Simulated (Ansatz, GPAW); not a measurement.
# Geometry or basis: what sets the conductance of an In chain with a Cu atom bridging one bond, part 2 of 2

Wanted: T(E) of an In chain with a Cu atom bridging one bond at a relaxed geometry in two programs, beside the unrelaxed structure.

GPAW 26.7.0 and Ansatz 0.2.0; Ansatz plane waves; relaxation of the junction with the lead ends held (the session's first sound run).

So far, transmission at the Fermi level (one spin): step 3 (plane-wave reference (PBE)) 1.29. Also conductance of the perfect lead (G₀): step 3 3.00.

## (4) GPAW, dzp

The script solves lead and junction separately, takes H and S in the orbital basis, and joins semi-infinite leads through their self-energies; the dzp basis is the working standard.

This step: GPAW LCAO, PAW setups; Landauer transmission from Green's functions with principal layers (ASE), zero bias (GPAW 26.7.0).

run.py reads:

```python
import json
import numpy as np
from ase import Atoms
from ase.transport.calculators import TransportCalculator
from gpaw import GPAW, FermiDirac
from gpaw.lcao.tools import get_lcao_hamiltonian
from scipy.linalg import eigh

# The junction with lead layers at both ends, along the third cell vector
device = Atoms(
    ['In', 'In', 'In', 'In', 'In', 'In', 'Cu', 'In', 'In', 'In', 'In', 'In', 'In'],
    positions=[
        [4.50000, 4.50000, 1.47500],
        [4.50000, 4.50000, 4.42500],
        [4.50000, 4.50000, 7.37500],
        [4.50000, 4.50000, 10.32500],
        [4.95525, 3.82083, 13.33131],
        [4.40047, 4.81086, 16.28252],
        [6.50125, 4.44537, 17.79320],
        [4.38573, 4.16522, 19.29950],
        [4.98219, 5.14093, 22.25732],
        [4.50000, 4.50000, 25.27500],
        [4.50000, 4.50000, 28.22500],
        [4.50000, 4.50000, 31.17500],
        [4.50000, 4.50000, 34.12500]],
    cell=[[9.0, 0.0, 0.0], [0.0, 9.0, 0.0], [0.0, 0.0, 35.6]],
    pbc=True)

# One principal layer of the lead: the first 3 atoms of the device
lead = Atoms(
    ['In', 'In', 'In'],
    positions=[
        [4.50000, 4.50000, 1.47500],
        [4.50000, 4.50000, 4.42500],
        [4.50000, 4.50000, 7.37500]],
    cell=[[9.0, 0.0, 0.0], [0.0, 9.0, 0.0], [0.0, 0.0, 8.85]],
    pbc=True)

settings = dict(mode='lcao', basis='dzp', xc='PBE', h=0.2,
                occupations=FermiDirac(0.1), maxiter=250,
                mixer=dict(beta=0.1, nmaxold=8, weight=100.0),
                convergence=dict(density=0.0001))
energies = np.arange(-2, 2 + 1e-9, 0.025)
eta = 0.0001
n1, n2 = 1, 1
# k and -k transmit alike, so half of the mesh across the current serves
mesh = [(i, j) for i in range(n1) for j in range(n2) if (i, j) <= (-i % n1, -j % n2)]
weights = np.array([1 if (i, j) == (-i % n1, -j % n2) else 2 for i, j in mesh]) / (n1 * n2)

# [... helper functions left out ...]
fermi_lead = ground_state(lead, (1, 1, 13), 'lead.txt')
fermi_device = ground_state(device, (1, 1, 2), 'device.txt')
# [... loop over the mesh left out, but for ...]
        # Shift the lead onto the potential of the device's first layer
        shift = ((H[:, 0, 0] - H0[:, 0, 0]) / S0[0, 0]).real.mean()
# [...]
kT = 8.617333e-5 * 300
bias = [0.1, 0.2, 0.5, 1.0, 1.5, 2.0]
# [... integrals and printing left out ...]
```

Command:

```sh
OMP_NUM_THREADS=1 OPENBLAS_NUM_THREADS=1 python run.py
```

Run time: 2.4 min. Hardware: 1 thread of Intel Xeon Platinum 8259CL at 2.50GHz (Skylake/Cascade Lake), shared host; peak memory 1.2 GiB.

Numbers from this step:

- conductance: 1.265 G₀
- largest coupling past the next principal layer: 1.88e-6 eV
- largest misfit of the first principal layer: 0.03898 eV
- shift that aligns the lead: -0.006530 eV
- basis functions of the junction: 291
- basis functions of a principal layer: 69
- transmission at the Fermi level (one spin): 1.274

One spin. Table of transmission, zone mean by energy, zero at the Fermi level:

| energy (eV) | transmission, zone mean |
| --- | --- |
| -2.000 | 0.0482 |
| -1.800 | 2.3e-9 |
| -1.600 | 8.6e-10 |
| -1.400 | 1.8e-8 |
| -1.200 | 0.00172 |
| -1.000 | 0.102 |
| -0.800 | 0.183 |
| -0.600 | 0.272 |
| -0.400 | 0.493 |
| -0.200 | 0.920 |
| 0.000 | 1.27 |
| 0.200 | 1.61 |
| 0.400 | 1.97 |
| 0.600 | 2.34 |
| 0.800 | 2.59 |
| 1.000 | 2.64 |
| 1.200 | 2.58 |
| 1.400 | 2.53 |
| 1.600 | 2.55 |
| 1.800 | 2.69 |
| 1.850 | 2.85 |
| 2.000 | 2.22 |

Crossings of the lead's bands, unfolded to its shortest repeat. The open channels, zone mean by energy, zero at the Fermi level:

| energy (eV) | open channels, zone mean |
| --- | --- |
| -2.000 | 1 |
| -1.900 | 0 |
| -1.800 | 0 |
| -1.700 | 0 |
| -1.600 | 0 |
| -1.500 | 0 |
| -1.400 | 0 |
| -1.300 | 0 |
| -1.200 | 1 |
| -1.100 | 1 |
| -1.000 | 1 |
| -0.900 | 1 |
| -0.800 | 1 |
| -0.700 | 1 |
| -0.600 | 1 |
| -0.500 | 1 |
| -0.400 | 1 |
| -0.300 | 1 |
| -0.200 | 1 |
| -0.100 | 3 |
| 0.000 | 3 |
| 0.100 | 3 |
| 0.200 | 3 |
| 0.300 | 3 |
| 0.400 | 3 |
| 0.500 | 3 |
| 0.600 | 3 |
| 0.700 | 3 |
| 0.800 | 3 |
| 0.900 | 3 |
| 1.000 | 3 |
| 1.100 | 3 |
| 1.200 | 3 |
| 1.300 | 3 |
| 1.400 | 3 |
| 1.500 | 3 |
| 1.600 | 3 |
| 1.700 | 3 |
| 1.800 | 3 |
| 1.900 | 3 |
| 2.000 | 3 |

Not self-consistent under bias; the bias window is split evenly. Table of current through one cell, from the zero-bias transmission by bias:

| bias (V) | current through one cell, from the zero-bias transmission (μA) |
| --- | --- |
| 0.100 | 9.78 |
| 0.200 | 19.4 |
| 0.500 | 48.5 |
| 1.000 | 97.3 |
| 1.500 | 148 |
| 2.000 | 202 |

The transmission of the three most open eigenchannels by energy, zero at the Fermi level:

| energy (eV) | channel 1 | channel 2 | channel 3 |
| --- | --- | --- | --- |
| -2.000 | 0.0482 | 0 | 0 |
| -1.800 | 2.3e-9 | 0 | 0 |
| -1.600 | 8.6e-10 | 0 | 0 |
| -1.400 | 1.8e-8 | 0 | 0 |
| -1.200 | 0.00172 | 0 | 0 |
| -1.000 | 0.102 | 0 | 0 |
| -0.800 | 0.183 | 0 | 0 |
| -0.600 | 0.272 | 0 | 0 |
| -0.400 | 0.493 | 0 | 0 |
| -0.200 | 0.920 | 2.7e-9 | 1.1e-9 |
| 0.000 | 0.976 | 0.258 | 0.0410 |
| 0.200 | 0.997 | 0.490 | 0.118 |
| 0.400 | 0.985 | 0.704 | 0.283 |
| 0.600 | 0.972 | 0.827 | 0.543 |
| 0.800 | 0.953 | 0.925 | 0.711 |
| 1.000 | 0.988 | 0.916 | 0.735 |
| 1.200 | 0.999 | 0.860 | 0.723 |
| 1.400 | 0.996 | 0.806 | 0.724 |
| 1.600 | 0.994 | 0.796 | 0.761 |
| 1.800 | 0.995 | 0.874 | 0.821 |
| 2.000 | 0.998 | 0.990 | 0.228 |

At the Fermi level T is 1.27 against 1.29 in plane waves. Couplings past the next layer reach 1.9e-6 eV, small enough to drop; the matrix elements of the cell's first layer differ from the bulk lead's by up to 0.039 eV. That layer keeps its own values in the calculation, and only beyond it is the lead taken as perfect. The Fermi levels of lead and junction count from different zeros of potential, one for each periodic cell; with both set to zero, the small remaining shift is what aligns them. By hand: G = 1.265 × 77.48 μS = 98.0 μS, a resistance of 10.2 kΩ; at 0.1 V a linear junction would pass 9.80 μA, and the integral over the bias window gives 9.78 μA.

## (5) Single-zeta polarised basis

The second zeta is dropped, the polarisation orbitals stay.

Changes to run.py since step 4:

```diff
@@ -38,3 +38,3 @@
 
-settings = dict(mode='lcao', basis='dzp', xc='PBE', h=0.2,
+settings = dict(mode='lcao', basis='szp(dzp)', xc='PBE', h=0.2,
                 occupations=FermiDirac(0.1), maxiter=250,
```

The job ended after 2.1 min (1 thread; peak memory 1.2 GiB).

Numbers from this step:

* conductance: 1.279 G₀
* largest coupling past the next principal layer: 1.86e-6 eV
* largest misfit of the first principal layer: 0.04124 eV
* shift that aligns the lead: -0.006273 eV
* basis functions of the junction: 177
* basis functions of a principal layer: 42
* transmission at the Fermi level (one spin): 1.287

One spin. The transmission, zone mean by energy, zero at the Fermi level:

energy (eV), transmission, zone mean and a bar:
```
   -2.000       0.00 
   -1.900       0.00 
   -1.800       0.00 
   -1.700       0.00 
   -1.600       0.00 
   -1.500       0.00 
   -1.400       0.00 
   -1.300       0.00 
   -1.200       0.00 
   -1.100       0.04 
   -1.000       0.10 #
   -0.900       0.15 ##
   -0.800       0.19 ##
   -0.700       0.24 ##
   -0.600       0.29 ###
   -0.500       0.37 ####
   -0.400       0.50 #####
   -0.300       0.77 ########
   -0.200       0.96 ##########
   -0.100       1.04 ###########
    0.000       1.29 #############
    0.100       1.46 ###############
    0.200       1.64 #################
    0.300       1.83 ###################
    0.400       2.02 #####################
    0.500       2.20 #######################
    0.600       2.37 ########################
    0.700       2.51 ##########################
    0.800       2.60 ###########################
    0.900       2.63 ###########################
    1.000       2.63 ###########################
    1.100       2.61 ###########################
    1.200       2.58 ##########################
    1.300       2.55 ##########################
    1.400       2.53 ##########################
    1.500       2.53 ##########################
    1.600       2.56 ##########################
    1.700       2.62 ###########################
    1.800       2.71 ############################
    1.900       2.82 #############################
    2.000       2.93 ##############################
```

The conductance, 1.28 G₀, lies 1.1 % above that of the dzp run.

## (6) GPAW, sz: basis = "sz(dzp)"

The minimal basis is the cheapest rung: no second zeta and no polarisation.

Changes to run.py since step 5:

```diff
@@ -38,3 +38,3 @@
 
-settings = dict(mode='lcao', basis='szp(dzp)', xc='PBE', h=0.2,
+settings = dict(mode='lcao', basis='sz(dzp)', xc='PBE', h=0.2,
                 occupations=FermiDirac(0.1), maxiter=250,
```

Wall time 86 s (1 thread); peak memory 1.1 GiB.

Numbers from this step:

```yaml
conductance: 1.288 G₀
largest_coupling_past_the_next_principal_layer: 1.93e-6 eV
largest_misfit_of_the_first_principal_layer: 0.03990 eV
shift_that_aligns_the_lead: -0.007270 eV
basis_functions_of_the_junction: 114
basis_functions_of_a_principal_layer: 27
transmission_at_the_fermi_level_one_spin: 1.295
```

The conductance, 1.29 G₀, lies 1.7 % above that of the dzp run.

## (7) RPBE in the dzp basis: xc = "RPBE"

Back in the dzp basis, the functional changes from PBE to RPBE, to set the spread between functionals beside that between bases.

Changes to run.py since step 6:

```diff
@@ -38,3 +38,3 @@
 
-settings = dict(mode='lcao', basis='sz(dzp)', xc='PBE', h=0.2,
+settings = dict(mode='lcao', basis='dzp', xc='RPBE', h=0.2,
                 occupations=FermiDirac(0.1), maxiter=250,
```

It took 2.2 min on 1 thread; peak memory 1.2 GiB.

This step gave:

```yaml
conductance: 1.253 G₀
largest_coupling_past_the_next_principal_layer: 1.88e-6 eV
largest_misfit_of_the_first_principal_layer: 0.03912 eV
shift_that_aligns_the_lead: -0.006053 eV
basis_functions_of_the_junction: 291
basis_functions_of_a_principal_layer: 69
transmission_at_the_fermi_level_one_spin: 1.262
```

The conductance, 1.25 G₀, lies 1.0 % below that of the dzp run.

## (8) Without the relaxation: geometry = "as built"

The dzp basis with PBE on the structure as first built shows what the relaxation was worth.

Changes to run.py since step 7:

```diff
@@ -16,7 +16,7 @@
         [4.50000, 4.50000, 10.32500],
-        [4.95525, 3.82083, 13.33131],
-        [4.40047, 4.81086, 16.28252],
-        [6.50125, 4.44537, 17.79320],
-        [4.38573, 4.16522, 19.29950],
-        [4.98219, 5.14093, 22.25732],
+        [4.50000, 4.50000, 13.27500],
+        [4.50000, 4.50000, 16.22500],
+        [6.58648, 4.50000, 17.80000],
+        [4.50000, 4.50000, 19.37500],
+        [4.50000, 4.50000, 22.32500],
         [4.50000, 4.50000, 25.27500],
@@ -38,3 +38,3 @@
 
-settings = dict(mode='lcao', basis='dzp', xc='RPBE', h=0.2,
+settings = dict(mode='lcao', basis='dzp', xc='PBE', h=0.2,
                 occupations=FermiDirac(0.1), maxiter=250,
```

Run time: 1.9 min. Hardware: 1 thread; peak memory 1.2 GiB.

This step gave:

```
conductance                                 : 2.226 G₀
largest misfit of the first principal layer : 0.02382 eV
shift that aligns the lead                  : -0.02112 eV
transmission at the Fermi level (one spin)  : 2.237
```

One spin. Transmission, zone mean against energy, zero at the Fermi level:

| energy (eV) | transmission, zone mean |
| --- | --- |
| -2.000 | 0.0161 |
| -1.800 | 7.9e-8 |
| -1.600 | 1.5e-8 |
| -1.400 | 6.6e-6 |
| -1.200 | 0.105 |
| -1.000 | 0.00385 |
| -0.800 | 0.469 |
| -0.600 | 0.817 |
| -0.400 | 0.923 |
| -0.200 | 0.965 |
| 0.000 | 2.24 |
| 0.200 | 2.34 |
| 0.400 | 2.45 |
| 0.600 | 2.55 |
| 0.800 | 2.65 |
| 1.000 | 2.73 |
| 1.200 | 2.77 |
| 1.375 | 2.78 |
| 1.400 | 2.78 |
| 1.600 | 2.76 |
| 1.800 | 2.70 |
| 2.000 | 2.48 |

The conductance, 2.23 G₀, lies 76 % above that of the dzp run.

## (9) Cost and result by level

Times are wall times on the hardware named with each run. The runs compared:

| no. | run | conductance (G₀) | time | memory (GiB) |
| --- | --- | --- | --- | --- |
| 1 | pw PBE | 1.289 | 1.8 min | 3.6 |
| 2 | dzp | 1.265 | 2.4 min | 1.2 |
| 3 | szp | 1.279 | 2.1 min | 1.2 |
| 4 | sz | 1.288 | 86 s | 1.1 |
| 5 | dzp RPBE | 1.253 | 2.2 min | 1.2 |
| 6 | asbuilt | 2.226 | 1.9 min | 1.2 |

## (10) The levels side by side

The curves are compared point by point over the common energies.

This step: comparison of transmission and cost over codes, levels and geometry (GPAW 26.7.0).

Ladder, by row:

| step | code | T at the Fermi level (sum over the listed spins) | conductance (G0) | r.m.s. T(E) from the first | wall time (s) | peak memory (GiB) | threads |
| --- | --- | --- | --- | --- | --- | --- | --- |
| pw-pbe | Ansatz | 1.295 | 1.289 | 0 | 105.1 | 3.625 | 4 |
| dzp | GPAW | 1.274 | 1.265 | 0.09808 | 142.4 | 1.23 | 1 |
| szp | GPAW | 1.287 | 1.279 | 0.1032 | 127.5 | 1.2 | 1 |
| sz | GPAW | 1.295 | 1.288 | 0.1233 | 86.41 | 1.08 | 1 |
| dzp-RPBE | GPAW | 1.262 | 1.253 | 0.1196 | 131.9 | 1.23 | 1 |
| asbuilt | GPAW | 2.237 | 2.226 | 0.3866 | 111.1 | 1.23 | 1 |

Table of transmission, zone mean, sum over the listed spins by energy, zero at the Fermi level:

| energy (eV) | pw-pbe | dzp | szp | sz | dzp-RPBE | asbuilt |
| --- | --- | --- | --- | --- | --- | --- |
| -2.0000 | 0.144 | 0.0482 | 5.5e-9 | 0.164 | 0.133 | 0.0161 |
| -1.8750 | 0 | 3.3e-8 | 5.8e-9 | 0.638 | 3.1e-7 | 9.0e-7 |
| -1.7500 | 0 | 1.3e-9 | 3.6e-10 | 1.3e-8 | 2.0e-9 | 2.5e-8 |
| -1.5000 | 0 | 1.8e-9 | 9.5e-10 | 6.7e-9 | 2.3e-9 | 5.2e-8 |
| -1.2500 | 0.00226 | 0.00364 | 1.0e-8 | 1.1e-7 | 0.00708 | 0.0828 |
| -1.0000 | 0.0896 | 0.102 | 0.0984 | 0.148 | 0.106 | 0.00385 |
| -0.7500 | 0.189 | 0.202 | 0.216 | 0.242 | 0.207 | 0.594 |
| -0.5000 | 0.326 | 0.349 | 0.366 | 0.371 | 0.357 | 0.885 |
| -0.2500 | 0.952 | 0.969 | 0.944 | 0.976 | 0.977 | 0.956 |
| 0.0000 | 1.29 | 1.27 | 1.29 | 1.29 | 1.26 | 2.24 |
| 0.2500 | 1.71 | 1.69 | 1.73 | 1.70 | 1.68 | 2.37 |
| 0.5000 | 2.21 | 2.16 | 2.20 | 2.09 | 2.15 | 2.50 |
| 0.7500 | 2.61 | 2.55 | 2.56 | 2.41 | 2.55 | 2.63 |
| 0.9000 | 2.66 | 2.63 | 2.63 | 2.52 | 2.64 | 2.69 |
| 1.0000 | 2.65 | 2.64 | 2.63 | 2.55 | 2.65 | 2.73 |
| 1.2500 | 2.54 | 2.56 | 2.56 | 2.51 | 2.57 | 2.77 |
| 1.5000 | 2.42 | 2.53 | 2.53 | 2.45 | 2.53 | 2.77 |
| 1.7500 | 2.53 | 2.65 | 2.66 | 2.49 | 2.64 | 2.73 |
| 1.8500 | 2.61 | 2.85 | 2.71 | 2.56 | 2.65 | 2.66 |
| 1.9500 | 2.66 | 2.63 | 2.88 | 2.66 | 2.21 | 2.56 |
| 2.0000 | 2.61 | 2.22 | 2.93 | 2.72 | 2.00 | 2.48 |

## (11) Density threshold 0.01

The Hamiltonian is taken from the last density. The density threshold is one of the tests that end the cycle; the energy must settle too, so a loose value may not be the test that decides.

This step: GPAW LCAO, PAW setups; Landauer transmission from Green's functions with principal layers (ASE), zero bias (GPAW 26.7.0).

Changes to run.py since step 8:

```diff
@@ -16,7 +16,7 @@
         [4.50000, 4.50000, 10.32500],
-        [4.50000, 4.50000, 13.27500],
-        [4.50000, 4.50000, 16.22500],
-        [6.58648, 4.50000, 17.80000],
-        [4.50000, 4.50000, 19.37500],
-        [4.50000, 4.50000, 22.32500],
+        [4.95525, 3.82083, 13.33131],
+        [4.40047, 4.81086, 16.28252],
+        [6.50125, 4.44537, 17.79320],
+        [4.38573, 4.16522, 19.29950],
+        [4.98219, 5.14093, 22.25732],
         [4.50000, 4.50000, 25.27500],
@@ -41,3 +41,3 @@
                 mixer=dict(beta=0.1, nmaxold=8, weight=100.0),
-                convergence=dict(density=0.0001))
+                convergence=dict(density=0.01))
 energies = np.arange(-2, 2 + 1e-9, 0.025)
```

The job ended after 1.8 min (1 thread; peak memory 1.2 GiB).

The run finished with changed settings (conv = 0.01); it serves as a test.

Side by side:

| quantity | this run | sound run | difference |
| --- | --- | --- | --- |
| conductance (G₀) | 1.2384 | 1.2655 | -0.0271 |
| largest coupling past the next principal layer (eV) | 1.883e-6 | 1.883e-6 | -8.4e-11 |
| largest misfit of the first principal layer (eV) | 0.033804 | 0.038978 | -0.00517 |
| shift that aligns the lead (eV) | 0.0057163 | -0.0065295 | 0.0122 |
| transmission at the Fermi level (one spin) | 1.2391 | 1.2742 | -0.0351 |

## (12) Summary of results

```
conductance                                        : 1.27 G₀
transmission at the Fermi level, mean of the spins : 1.27
open channels of the lead there                    : 3
```

In words: In the dzp basis the junction conducts 1.27 G₀ at 300 K, with T = 1.27 a spin at the Fermi level; the sz basis reaches that conductance within 10 %. Relaxation moved atoms by up to 0.82 Å and took the conductance from 2.23 to 1.27 G₀, as a ratio a larger change than the step from dzp to the minimal basis. Plane waves (PBE) give T = 1.29 there. The scatterer reflects about 58 % of the incoming channels at the Fermi level. At the Fermi level the three most open eigenchannels pass 0.98, 0.26 and 0.041. Measured against the first run (pw-pbe), the nearest curve is that of dzp (r.m.s. 0.098) and the farthest that of asbuilt (0.39). Over the compared runs wall time goes from 86 s (sz) to 142 s (dzp), on a shared host; the plane-wave run used 4 threads and the orbital runs 1. The leads kept an estimated spacing and the cell its length, so the junction may be under some tension or compression. The run had no spin polarisation, so a magnetic state, which chains and small molecules with open shells often have, wasn't tested. Spin-orbit coupling is left out, which matters for the heavy atoms here. An evenly spaced straight chain is an idealisation: free chains tend to dimerise, zigzag or, where a band edge lies near the Fermi level, turn magnetic. The currents use the zero-bias T(E) throughout, which holds only while the bias is small against the distance to the nearest feature. The thermopower isn't quoted: it samples T(E) farther from the Fermi level than the conductance does, and the energy grid wasn't tested for it.

[Logs are printed without paths, hosts, clocks, repeated set-up lines and the standing remarks that a program may print on its own settings, such as how far it seeks lower states.]

[Hosts, paths, dates, database ids (printed as entryN), source tags and the programs' standing remarks are cut or masked in the printed files.]
